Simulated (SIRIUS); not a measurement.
# SnO2 (P1) in SIRIUS: reference runs

Aim: a first look at SnO2 with PBE, on the cell as given.

Program: SIRIUS 7.10.0. These are calculated values, not measurements. Logs are shortened: lines on timing, memory, paths and dates and some standing lists are left out, and cuts for length are marked. The log counts tension as positive stress, the text compression.

## 1. The cell of the first run

The typed cell holds 3 atoms: a = 3.625 Å, b = 3.625 Å, c = 3.693 Å, α = 60.14°, β = 59.96°, γ = 59.06°.

The cell comes from a database or a generator and needn't be the stable form of this composition.

## 2. Single point, PBE (cell sheared at random, sigma 0.01, atoms nudged by 0.01 Å)

File sirius.json:

```json
{
  "control": {
    "processing_unit": "cpu",
    "verbosity": 2,
    "num_bands_to_print": 21,
    "print_forces": true,
    "print_stress": true
  },
  "parameters": {
    "electronic_structure_method": "pseudopotential",
    "xc_functionals": ["XC_GGA_X_PBE", "XC_GGA_C_PBE"],
    "gk_cutoff": 9.2,
    "pw_cutoff": 18.4,
    "ngridk": [9, 9, 9],
    "shiftk": [0, 0, 0],
    "smearing": "fermi_dirac",
    "smearing_width": 0.0018374661,
    "num_bands": 21,
    "num_mag_dims": 0,
    "num_dft_iter": 100,
    "energy_tol": 1e-08,
    "density_tol": 1e-06
  },
  "iterative_solver": {
    "type": "davidson",
    "min_tolerance": 1e-09,
    "tolerance_scale": [0.1, 0.25]
  },
  "mixer": {
    "type": "anderson",
    "beta": 0.7,
    "max_history": 8
  },
  "settings": {
    "tol_ne": 1e-10,
    "pseudo_grid_cutoff": 6.5
  },
  "unit_cell": {
    "lattice_vectors": [
      [0.058305156315, 4.833742983064, 4.854289635067],
      [4.827342329502, 0.051614883327, 4.860979908055],
      [4.928687491189, 4.941778417739, -0.04973027836]
    ],
    "atom_coordinate_units": "lattice",
    "atom_types": ["Sn", "O"],
    "atom_files": {
      "O": "O.json",
      "Sn": "Sn.json"
    },
    "atoms": {
      "Sn": [
        [0.99727455, 0.00457059, 0.99728433]
      ],
      "O": [
        [0.24644719, 0.24904517, 0.25111137],
        [0.75627826, 0.74638424, 0.7516043]
      ]
    }
  }
}
```

Potentials or basis: PseudoDojo 0.4.1 PBE standard (scalar relativistic).

On the command line:

```bash
upf_to_json O.upf
upf_to_json Sn.upf
OMP_NUM_THREADS=1 sirius.scf --input=sirius.json --output=out.json --task=0
```

Log:

```text
[info] SIRIUS version : 7.10.0
[info] number of MPI ranks           : 1
[info] MPI grid                      : 1 1
[info] maximum number of OMP threads : 1
[fft] FFT context for density and potential
[fft] =====================================
[fft]   comm size                             : 1
[fft]   plane wave cutoff                     : 18.4
[fft]   grid size                             : 45 45 45   total : 91125
[fft]   grid limits                           : -22 22   -22 22   -22 22
[fft]   number of G-vectors within the cutoff : 12106
[fft]   local number of G-vectors             : 12106
[fft]   number of G-shells                    : 12106
[fft] FFT context for coarse grid
[fft] =====================================
[fft]   comm size                             : 1
[fft]   plane wave cutoff                     : 18.4
[fft]   grid size                             : 45 45 45   total : 91125
[fft]   grid limits                           : -22 22   -22 22   -22 22
[fft]   number of G-vectors within the cutoff : 12106
[fft]   local number of G-vectors             : 12106
[fft]   number of G-shells                    : 12106
[unit cell] lattice vectors
[unit cell]   a1 :       0.0583051563      4.8337429831      4.8542896351
[unit cell]   a2 :       4.8273423295      0.0516148833      4.8609799081
[unit cell]   a3 :       4.9286874912      4.9417784177     -0.0497302784
[unit cell] reciprocal lattice vectors
[unit cell]   b1 :      -0.6559195723      0.6606664230      0.6443655713
[unit cell]   b2 :       0.6615098194     -0.6532910212      0.6425804166
[unit cell]   b3 :       0.6346708842      0.6320423331     -0.6369901696
[unit cell] unit cell volume :       230.13505442 [a.u.^3]
[unit cell] 1/sqrt(omega)    :         0.06591870
[unit cell] MT volume        :         0.00000000 ( 0.00%)
[unit cell] IT volume        :       230.13505442 (100.00%)
[unit cell] number of atom types : 2
[unit cell] type id : 0 symbol : Sn mt_radius :  16.270000 num_atoms : 1
[unit cell] type id : 1 symbol :  O mt_radius :   9.350000 num_atoms : 2
[unit cell] total number of atoms : 3
[unit cell] number of symmetry classes : 3
[unit cell] number of PAW atoms : 0
[unit cell] atom id  type id  class id             position                      vector_field
[unit cell] ------------------------------------------------------------------------------------------
[unit cell]      0        0        0      0.99727   0.00457   0.99728      0.00000   0.00000   0.00000
[unit cell]      1        1        1      0.24645   0.24905   0.25111      0.00000   0.00000   0.00000
[unit cell]      2        1        2      0.75628   0.74638   0.75160      0.00000   0.00000   0.00000
[unit cell] atom id         position (Cartesian, a.u.)
[unit cell] ---------------------------------------------
[unit cell]      0       4.995513    9.749163    4.813682
[unit cell]      1       2.454245    2.445054    2.394442
[unit cell]      2       7.351570    7.408441    7.261975
[unit cell] class id : 0 atom id : 0
[unit cell] class id : 1 atom id : 1
[unit cell] class id : 2 atom id : 2
[unit cell] minimum bond length:     4.126030
[unit cell] total number of pseudo wave-functions: 17
[sym] space group number   : 1
[sym] international symbol : P1
[sym] Hall symbol          : P 1
[sym] space group transformation matrix :
[sym]   0.0000  1.0000  0.0000
[sym]  -1.0000 -1.0000 -1.0000
[sym]  -0.0000  0.0000  1.0000
[sym] space group origin shift :
[sym]   0.0000  0.0000  0.0000
[sym] number of space group operations  : 1
[sym] number of magnetic group operations : 1
[sym] metric tensor error: 0.0000e+00
[sym] rotation matrix error: 3.3307e-16
[sym] symmetry operations
[... list of symmetry operations ...]
[... 287 lines left out ...]
[diagonalize] ik:    2   -0.351326   -0.344352   -0.344121   -0.340925   -0.340776   -0.277952   -0.165418    0.253687    0.299464    0.300336    0.303774    0.349248    0.354762    0.506235    0.667442    0.696346    0.716973    0.965097    0.968737    0.986448    1.164278
[diagonalize] ik:    3   -0.356630   -0.343881   -0.343787   -0.340401   -0.340181   -0.255314   -0.175248    0.218253    0.284734    0.293528    0.297044    0.340941    0.343381    0.548455    0.683297    0.734739    0.755833    0.963280    0.971592    0.995244    1.137820
[diagonalize] ik:    4   -0.360066   -0.343828   -0.343781   -0.339832   -0.339552   -0.229038   -0.193943    0.200205    0.273249    0.289583    0.295948    0.334331    0.336705    0.570787    0.701194    0.764924    0.786089    0.958766    0.972238    0.976302    1.117085
[diagonalize] ...
[diagonalize] ik:  360   -0.362000   -0.343106   -0.342046   -0.340022   -0.339591   -0.231490   -0.166205    0.115321    0.220024    0.222184    0.390833    0.400754    0.408241    0.531497    0.676297    0.766413    0.834365    0.837504    1.057102    1.067638    1.089795
[diagonalize] ik:  361   -0.360411   -0.344079   -0.342810   -0.340181   -0.339804   -0.229879   -0.171161    0.122489    0.213075    0.239307    0.375584    0.399886    0.406068    0.539147    0.678007    0.775466    0.815572    0.837374    1.058043    1.071886    1.082979
[diagonalize] ik:  362   -0.356749   -0.347890   -0.342209   -0.341111   -0.340090   -0.226028   -0.183201    0.141264    0.218706    0.263604    0.343774    0.390696    0.395360    0.554087    0.688020    0.781391    0.806750    0.823007    1.017046    1.099278    1.105734
[diagonalize] ik:  363   -0.355749   -0.348066   -0.342614   -0.341359   -0.340111   -0.222036   -0.196856    0.165305    0.239818    0.288788    0.308902    0.369188    0.378107    0.564795    0.701926    0.766078    0.800307    0.849785    0.987782    1.100605    1.131217
[diagonalize] ik:  364   -0.357570   -0.345506   -0.343534   -0.340552   -0.340002   -0.220006   -0.205413    0.185907    0.265079    0.285682    0.304348    0.347660    0.359096    0.569552    0.699729    0.774129    0.787962    0.890990    0.982975    1.047290    1.111855
[find] Charges and magnetic moments
[find] --------------------------------------------------------------------------------
[find] total charge          : 26.000000
[find] Energy
[find] --------------------------------------------------------------------------------
[find] valence_eval_sum               :      -0.74216953
[find] <rho|V^{XC}>                   :     -22.05749247
[find] <rho|E^{XC}>                   :     -30.51609119
[find] <mag|B^{XC}>                   :       0.00000000
[find] <rho|V^{H}>                    :      43.29119928
[find] one-electron contribution      :     -21.97587634 (Ha),     -43.95175268 (Ry)
[find] hartree contribution           :      21.64559964
[find] xc contribution                :     -30.51609119
[find] ewald contribution             :     -81.02413766
[find] PAW contribution               :       0.00000000
[find] smearing (-TS)                 :      -0.00002841
[find] SCF correction                 :      -0.00000182
[find] Total energy                   :    -111.87050736 (Ha),    -223.74101471 (Ry)
[find] Free energy (E-TS)             :    -111.87053577 (Ha),    -223.74107153 (Ry)
[find] band gap (eV)                  :       0.00000000
[find] Efermi                         :       0.41595140
[find] iteration : 11, RMS : 1.475861317181e-07, energy difference : -1.205648914038e-10
[find] Hartree energy of density residual : 3.774034843898e-12
[find] bands are converged : true
[find] iterative solver converged : true
[find] converged after 12 SCF iterations!
[find] Charges and magnetic moments
[find] --------------------------------------------------------------------------------
[find] total charge          : 26.000000
[find] Energy
[find] --------------------------------------------------------------------------------
[find] valence_eval_sum               :      -0.74216953
[find] <rho|V^{XC}>                   :     -22.05749247
[find] <rho|E^{XC}>                   :     -30.51609119
[find] <mag|B^{XC}>                   :       0.00000000
[find] <rho|V^{H}>                    :      43.29119928
[find] one-electron contribution      :     -21.97587634 (Ha),     -43.95175268 (Ry)
[find] hartree contribution           :      21.64559964
[find] xc contribution                :     -30.51609119
[find] ewald contribution             :     -81.02413766
[find] PAW contribution               :       0.00000000
[find] smearing (-TS)                 :      -0.00002841
[find] SCF correction                 :      -0.00000182
[find] Total energy                   :    -111.87050736 (Ha),    -223.74101471 (Ry)
[find] Free energy (E-TS)             :    -111.87053577 (Ha),    -223.74107153 (Ry)
[find] band gap (eV)                  :       0.00000000
[find] Efermi                         :       0.41595140
[ground_state] === stress tensor components [kbar] ===
[ground_state] === stress_kin ===
[ground_state] -59560.976314  -66.636901   43.729273
[ground_state]   -66.636901-59541.886739   24.867996
[ground_state]    43.729273   24.867996-59499.759374
[ground_state] === stress_har ===
[ground_state] -9184.513094  303.654901 -440.046713
[ground_state]   303.654901-9206.834069 -124.302256
[ground_state]  -440.046713 -124.302256-9280.901475
[ground_state] === stress_ewald ===
[ground_state] 34622.116306  679.862134 -850.192055
[ground_state]   679.86213434567.164822 -262.747823
[ground_state]  -850.192055 -262.74782334393.900677
[ground_state] === stress_vloc ===
[ground_state] -4401.558967 -943.931224 1263.109567
[ground_state]  -943.931224-4328.489446  373.581826
[ground_state]  1263.109567  373.581826-4090.882812
[ground_state] === stress_xc ===
[ground_state] -10338.534947    0.829682   -1.308710
[ground_state]     0.829682-10338.598939   -0.307369
[ground_state]    -1.308710   -0.307369-10338.921260
[ground_state] === stress_core ===
[ground_state] 19281.996774    1.256584   -0.791468
[ground_state]     1.25658419281.780250   -0.428259
[ground_state]    -0.791468   -0.42825919281.231768
[ground_state] === stress_nonloc ===
[ground_state] 29561.814654   28.173942  -18.107440
[ground_state]    28.17394229556.904186   -9.959090
[ground_state]   -18.107440   -9.95909029544.987163
[ground_state] === stress_us_nl ===
[ground_state] 29561.814654   28.173942  -18.107440
[ground_state]    28.17394229556.904186   -9.959090
[ground_state]   -18.107440   -9.95909029544.987163
[ground_state] === stress_total ===
[ground_state]   -19.655587    3.209118   -3.607546
[ground_state]     3.209118   -9.959937    0.705025
[ground_state]    -3.607546    0.705025    9.654687
[ground_state] ==== total Forces in Ha/bohr =====
[ground_state] atom:    0, force:      -0.0016874      0.0034110     -0.0011389
[ground_state] atom:    1, force:       0.0004298      0.0024056      0.0017891
[ground_state] atom:    2, force:       0.0012556     -0.0058074     -0.0006544
[ground_state] ==== ultrasoft contribution from Qij =====
[ground_state] atom:    0, force:       0.0000000      0.0000000      0.0000000
[ground_state] atom:    1, force:       0.0000000      0.0000000      0.0000000
[ground_state] atom:    2, force:       0.0000000      0.0000000      0.0000000
[ground_state] ==== non-local contribution from Beta-projector =====
[ground_state] atom:    0, force:      -0.0021885      0.0045697     -0.0015226
[ground_state] atom:    1, force:      -0.0167386      0.0020773      0.0373004
[ground_state] atom:    2, force:       0.0103013      0.0169333     -0.0442001
[ground_state] ==== contribution from local potential =====
[ground_state] atom:    0, force:       0.0474593     -0.1231848      0.0438183
[ground_state] atom:    1, force:      -0.0939666     -0.0876901      0.1897900
[ground_state] atom:    2, force:       0.0552336      0.1871536     -0.2251463
[ground_state] ==== contribution from core density =====
[ground_state] atom:    0, force:      -0.0002580      0.0006657     -0.0002334
[ground_state] atom:    1, force:       0.0004960     -0.0001781     -0.0011717
[ground_state] atom:    2, force:      -0.0003406     -0.0003380      0.0013615
[ground_state] ==== Ewald forces from ions =====
[ground_state] atom:    0, force:      -0.0467002      0.1213597     -0.0432009
[ground_state] atom:    1, force:       0.1106389      0.0881966     -0.2241297
[ground_state] atom:    2, force:      -0.0639387     -0.2095563      0.2673306
[~DFT_ground_state] local op. applied: 221614
[~DFT_ground_state] evp. work count: 43159.1
[~DFT_ground_state] number of iterative solver steps: 16834
```

Wall time 8.9 min (1 thread of Arm Neoverse V2, shared host); peak memory 2.2 GiB.

Results:

```yaml
Free_energy: -3044.1524 eV
Pressure: 0.7 GPa
Largest_force: 0.307 eV/Å
Band_gap_on_the_k_mesh: none (metal or under the smearing width)
```

Forces on the atoms (eV/Å):
```
Sn  -0.087  0.175 -0.059
O    0.022  0.124  0.092
O    0.065 -0.299 -0.034
```
